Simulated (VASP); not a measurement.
# Pb (Im-3m) in VASP: further runs

The runs below take Pb through single point, with PBEsol.

Program: VASP 6.6.1. These are calculated values, not measurements. Logs are shortened: lines on timing, memory, paths and dates and some standing lists are left out, and cuts for length are marked.

## Step 1: The cell of the first run

Symmetry: Im-3m, No. 229, cubic system. Conventional cell: a = 4.056 Å, b = 4.056 Å, c = 4.056 Å, α = 90.00°, β = 90.00°, γ = 90.00°. Around Pb (site symmetry m-3m) lie 8 Pb at 3.51 Å.

This isn't the form of Pb at room conditions, which is fcc.

## Step 2: Single point, PBEsol (strained and moved within the space group)

INCAR reads:

```
SYSTEM = Pb
ALGO = Fast
EDIFF = 1E-6
ENCUT = 520
GGA = PS
ISIF = 2
ISMEAR = 0
LASPH = .True.
LCHARG = .False.
LREAL = .False.
LWAVE = .False.
NBANDS = 13
NELM = 100
PREC = Accurate
SIGMA = 0.1
```

KPOINTS reads:

```
k-points
0
Gamma
  16 16 16
  0 0 0
```

POSCAR reads:

```
Pb
1.0
   -2.0280028533      2.0280028533      2.0280028533
    2.0280028533     -2.0280028533      2.0280028533
    2.0280028533      2.0280028533     -2.0280028533
Pb
1
Direct
    0.0000000000      0.0000000000      0.0000000000
```

Potentials or basis: VASP PAW PBE potentials, release 64 (Pb_d).

Started as:

```
$ cat potpaw_PBE.64/Pb_d/POTCAR > POTCAR
$ mpirun -np 1 vasp_std > vasp.out
```

OUTCAR:

```text
SYSTEM = Pb
   EDIFF = 1E-6
   ENCUT = 520
   GGA = PS
   ISIF = 2
   ISMEAR = 0
   LASPH = .True.
   LREAL = .False.
   NELM = 100
   PREC = Accurate

 ion  position               nearest neighbor table
   1  0.000  0.000  0.000-

  LATTYP: Found a body centered cubic cell.
 ALAT       =     4.0560057066

  Lattice vectors:

 A1 = (  -2.0280028533,   2.0280028533,   2.0280028533)
 A2 = (   2.0280028533,  -2.0280028533,   2.0280028533)
 A3 = (   2.0280028533,   2.0280028533,  -2.0280028533)

Analysis of symmetry for initial positions (statically):
=====================================================================
 Subroutine PRICEL returns:
 Original cell was already a primitive cell.

 Routine SETGRP: Setting up the symmetry group for a
 body centered cubic supercell.

 Subroutine GETGRP returns: Found 48 space group operations
 (whereof 48 operations were pure point group operations)
 out of a pool of 48 trial point group operations.

The static configuration has the point symmetry O_h .

Analysis of symmetry for dynamics (positions and initial velocities):
=====================================================================
 Subroutine PRICEL returns:
 Original cell was already a primitive cell.

 Routine SETGRP: Setting up the symmetry group for a
 body centered cubic supercell.

 Subroutine GETGRP returns: Found 48 space group operations
 (whereof 48 operations were pure point group operations)
 out of a pool of 48 trial point group operations.

The dynamic configuration has the point symmetry O_h .

 Subroutine INISYM returns: Found 48 space group operations
 (whereof 48 operations are pure point group operations),
 and found     1 'primitive' translations

----------------------------------------------------------------------------------------

                                     Primitive cell

  volume of cell :      33.3630

  direct lattice vectors                    reciprocal lattice vectors
    -2.028002853  2.028002853  2.028002853     0.000000000  0.246547977  0.246547977
     2.028002853 -2.028002853  2.028002853     0.246547977  0.000000000  0.246547977
     2.028002853  2.028002853 -2.028002853     0.246547977  0.246547977  0.000000000

  length of vectors
     3.512603980  3.512603980  3.512603980     0.348671492  0.348671492  0.348671492

  position of ions in fractional coordinates (direct lattice)
     0.000000000  0.000000000  0.000000000

  ion indices of the primitive-cell ions
[... 84 lines left out ...]
   PSTRESS=    0.0 pullay stress
   NELECT =      14.0000    total number of electrons
   NUPDOWN=      -1.0000    fix difference up-down
   EMIN   =  10.00;   EMAX   =-10.00  energy-range for DOS
   EFERMI =   0.00;   METHOD = LEGACY
   ISMEAR =     0;   SIGMA  =   0.10  broadening in eV -4-tet -1-fermi 0-gaus
   EFERMI_NEDOS =   21; number of points for ismear=-14 and -15
   IALGO  =     68    algorithm
   IMIX   =      4    mixing-type and parameters
     AMIX     =   0.40;   BMIX     =  1.00
     AMIX_MAG =   1.60;   BMIX_MAG =  1.00
  volume/ion in A,a.u.               =      33.36       225.14
  Fermi-wavevector in a.u.,A,eV,Ry     =   1.225638  2.316120 20.438522  1.502189
  Thomas-Fermi vector in A             =   2.360669
   LORBIT       =      0    0 simple, 1 ext, 2 COOP (PROOUT), +10 PAW based schemes
   GGA     = PS    functional components
   LHFCALC =     F    Hartree Fock is set to
   AEXX    =    0.0000 exact exchange contribution
   IVDW    =     0    specifies the selected vdW correction
   LEPSILON=     F    determine dielectric tensor
   LRPA    =     F    only Hartree local field effects (RPA)
 non-spin polarized calculation
 RMM-DIIS sequential band-by-band and
 Gauss-broadening in eV      SIGMA  =   0.10
  energy-cutoff  :      520.00
  volume of cell :       33.36
 maximum number of plane-waves:       935
 NGX is ok and might be reduce to    28
   NGX = 13   NGY = 13   NGZ = 13

 number of electron      13.9999999 magnetization

 Free energy of the ion-electron system (eV)
  ---------------------------------------------------
  ext. energy  EPLUGINS =         0.00000000
  ---------------------------------------------------
  free energy    TOTEN  =        -3.91379227 eV

  energy without entropy =       -3.91182630  energy(sigma->0) =       -3.91280929

 E-fermi :   6.0847     XC(G=0):  -9.8934

 val. band max:        6.0193328371   @ k =  -0.3125   0.3125   0.2500
 cond. band min:       6.1330424655   @ k =   0.2500   0.0625  -0.0000
 fundamental gap:      0.1137096284
 Fermi energy:         6.0847381585

 k-point     1 :       0.0000    0.0000    0.0000
  band No.  band energies     occupation
      1     -10.9017      2.00000
      2     -10.9017      2.00000
      3     -10.9017      2.00000
      4     -10.7171      2.00000
      5     -10.7171      2.00000
      6      -5.0787      2.00000
      7      12.9073      0.00000
      8      12.9073      0.00000
      9      12.9073      0.00000
     10      16.5259      0.00000
     11      17.0291      0.00000
     12      17.0291      0.00000
     13      17.0291      0.00000
[... 354 lines left out ...]
  band No.  band energies     occupation
      1     -10.9276      2.00000
      2     -10.8561      2.00000
      3     -10.7462      2.00000
      4     -10.7353      2.00000
      5     -10.6752      2.00000
      6      -2.6017      2.00000
      7       4.7152      2.00000
      8       7.4210      0.00000
      9      10.4498      0.00000
     10      15.0559      0.00000
     11      16.3158      0.00000
     12      18.5140      0.00000
     13      20.6975      0.00000

 [... further k-points ...]

------------------------ aborting loop because EDIFF is reached ----------------------------------------

  FORCE on cell =-STRESS in cart. coord.  units (eV):
  Direction    XX          YY          ZZ          XY          YZ          ZX
  --------------------------------------------------------------------------------------
  -------------------------------------------------------------------------------------
  Total       -0.8322177     -0.8322177     -0.8322177     -0.0000000     -0.0000000      0.0000000
  in kB      -39.9651858    -39.9651858    -39.9651858     -0.0000000     -0.0000000      0.0000000
  external PRESSURE =     -39.9651858 kB  Pullay stress =       0.0000000 kB

 VOLUME and BASIS-vectors are now :
 -----------------------------------------------------------------------------
  energy-cutoff  :      520.00
  volume of cell :       33.36
      direct lattice vectors                 reciprocal lattice vectors
    -2.028002853  2.028002853  2.028002853     0.000000000  0.246547977  0.246547977
     2.028002853 -2.028002853  2.028002853     0.246547977  0.000000000  0.246547977
     2.028002853  2.028002853 -2.028002853     0.246547977  0.246547977  0.000000000

 POSITION                                       TOTAL-FORCE (eV/Angst)
 -----------------------------------------------------------------------------------
      0.00000      0.00000      0.00000         0.000000     -0.000000      0.000000
 -----------------------------------------------------------------------------------
    total drift:                               -0.000000     -0.000000     -0.000000

  FREE ENERGIE OF THE ION-ELECTRON SYSTEM (eV)
  ---------------------------------------------------
  free  energy   TOTEN  =        -3.9137922707 eV

  energy  without entropy=       -3.9118263049  energy(sigma->0) =       -3.91280929
```

stdout:

```text
POSCAR found type information on POSCAR Pb
 POSCAR found :  1 types and       1 ions
 scaLAPACK will be used
 -----------------------------------------------------------------------------
|                                                                             |
|                                                                             |
|     You enforced a specific xc type in the INCAR file but a different       |
|     I HOPE YOU KNOW WHAT YOU ARE DOING!                                     |
|                                                                             |
 -----------------------------------------------------------------------------

 LDA part: xc-table for (Slater+PW92), standard interpolation
 POSCAR, INCAR and KPOINTS ok, starting setup
 FFT: planning ... GRIDC
 FFT: planning ... GRID_SOFT
 FFT: planning ... GRID
 WAVECAR not read
 entering main loop
```

Wall time 26 s (1 thread of Intel Xeon 6975P-C (Granite Rapids), shared host); peak memory 0.19 GiB.

What came out:

* Free energy: -3.9138 eV
* Pressure: -4.0 GPa
* Band gap on the k mesh: none (metal or under the smearing width)

Caveat: the PAW data sets were made with another functional, which shifts forces and pressure a little. Spin-orbit coupling is left out, which matters for the levels of Pb.

## Step 3: Single point, PBEsol (strained and moved within the space group)

INCAR reads:

```
PREC = Accurate
ENCUT = 520
EDIFF = 1E-6
ISMEAR = 0
SIGMA = 0.1
LREAL = False
LASPH = True
NELM = 100
ALGO = Normal
ISIF = 2
LWAVE = False
LCHARG = False
GGA = PS
NBANDS = 13
```

KPOINTS reads:

```
Automatic mesh
0
Gamma
  16 16 16
```

POSCAR reads:

```
Pb
1.0
   -2.0406528780      2.0406528780      2.0406528780
    2.0406528780     -2.0406528780      2.0406528780
    2.0406528780      2.0406528780     -2.0406528780
Pb
1
Direct
    0.0000000000      0.0000000000      0.0000000000
```

Potentials or basis: VASP PAW PBE potentials, release 64 (Pb_d).

Started as:

```
$ cat potpaw_PBE.64/Pb_d/POTCAR > POTCAR
$ mpirun -np 1 vasp_std > vasp.out
```

Wall time 20 s (1 thread of Intel Xeon 6975P-C (Granite Rapids), shared host); peak memory 0.19 GiB.

The run converged. Its results:

| Item | Value |
| --- | --- |
| Free energy | -3.8973 eV |
| Pressure | -4.5 GPa |
| Band gap on the k mesh | none (metal or under the smearing width) |

Levels at points of the mesh, in eV from the Fermi level:
```tsv
k point	band 4	band 5	band 6	band 7	band 8	band 9	band 10	band 11
(0.00, 0.00, 0.00)	-16.79	-16.79	-11.05	6.68	6.68	6.68	10.19	10.92
(0.50, 0.00, 0.00)	-16.80	-16.69	-7.84	-3.54	3.11	4.77	6.94	8.45
(0.50, 0.50, 0.50)	-16.71	-16.71	-5.64	-0.26	-0.26	-0.26	4.46	4.46
```

Caveat: the PAW data sets were made with another functional, which shifts forces and pressure a little. The run has no spin-orbit coupling, so splittings on Pb are missing.

## Step 4: Single point, PBEsol (one atom moved)

INCAR: that of step 3 with these lines changed.

```diff
@@ -7,4 +7,4 @@
 LASPH = True
-NELM = 100
-ALGO = Normal
+NELM = 60
+ALGO = Fast
 ISIF = 2
```

KPOINTS reads:

```
Automatic mesh
0
Gamma
  14 14 14
```

POSCAR reads:

```
Pb
1.0
   -1.9796595667      1.9796595667      1.9796595667
    1.9796595667     -1.9796595667      1.9796595667
    1.9796595667      1.9796595667     -1.9796595667
Pb
1
Direct
    0.0204934225     -0.0354278085     -0.0515770498
```

Started as:

```
$ cat potpaw_PBE.64/Pb_d/POTCAR > POTCAR
$ mpirun -np 1 vasp_std > vasp.out
```

It took 20 s on 1 thread of Intel Xeon 6975P-C (Granite Rapids), shared host; peak memory 0.17 GiB.

Results (log left out):

```yaml
Free_energy: -3.9511 eV
Pressure: -1.7 GPa
Band_gap_on_the_k_mesh: none (metal or under the smearing width)
```

Levels at points of the mesh, in eV from the Fermi level:
```tsv
k point	band 5	band 6	band 7	band 8	band 9	band 10
(0.00, 0.00, 0.00)	-16.74	-11.55	7.50	7.50	7.50	11.14
(0.50, 0.00, 0.00)	-16.60	-7.82	-3.89	3.45	5.14	7.49
(0.50, 0.50, 0.50)	-16.63	-5.20	-0.29	-0.29	-0.29	4.61
```

Caveat: the PAW data sets were made with another functional, which shifts forces and pressure a little. The run has no spin-orbit coupling, so splittings on Pb are missing.

## Step 5: Single point, PBEsol (strained and moved within the space group)

INCAR reads:

```
SYSTEM = Pb
ALGO     = Normal         ! electronic algorithm
EDIFF    = 1E-6           ! SCF threshold, eV
ENCUT    = 520            ! plane-wave cutoff, eV
GGA      = PS             ! functional
ISIF     = 2              ! what is computed and relaxed
ISMEAR   = 0              ! smearing method
LASPH    = .True.         ! aspherical terms in the spheres
LCHARG   = .False.        ! write CHGCAR
LREAL    = .False.        ! projectors in reciprocal space
LWAVE    = .False.        ! write WAVECAR
NBANDS   = 13             ! bands
NELM     = 80             ! most SCF steps
PREC     = Accurate       ! precision mode
SIGMA    = 0.1            ! smearing width, eV
```

KPOINTS reads:

```
k-points
0
Gamma
  16 16 16
  0 0 0
```

POSCAR reads:

```
Pb
1.0
   -1.9579624978      1.9579624978      1.9579624978
    1.9579624978     -1.9579624978      1.9579624978
    1.9579624978      1.9579624978     -1.9579624978
Pb
1
Direct
    0.0000000000      0.0000000000      0.0000000000
```

Started as:

```
$ cat potpaw_PBE.64/Pb_d/POTCAR > POTCAR
$ mpirun -np 1 vasp_std > vasp.out
```

Run time: 16 s. Hardware: 1 thread of Intel Xeon 6975P-C (Granite Rapids), shared host; peak memory 0.19 GiB.

It converged, with:

| Property | Result |
| --- | --- |
| Free energy | -3.9611 eV |
| Pressure | -0.3 GPa |
| Band gap on the k mesh | none (metal or under the smearing width) |

Levels at points of the mesh, in eV from the Fermi level:
```
           k point  band 4  band 5  band 6  band 7  band 8  band 9  band 10  band 11
(0.00, 0.00, 0.00)  -16.84  -16.84  -11.88    7.69    7.69    7.69    11.09    11.09
(0.50, 0.00, 0.00)  -16.85  -16.69   -7.94   -4.15    3.45    5.14     7.58     8.97
(0.50, 0.50, 0.50)  -16.73  -16.73   -5.15   -0.43   -0.43   -0.43     4.55     4.55
```

Caveat: the PAW data sets were made with another functional, which shifts forces and pressure a little. Spin-orbit coupling is left out, which matters for the levels of Pb.
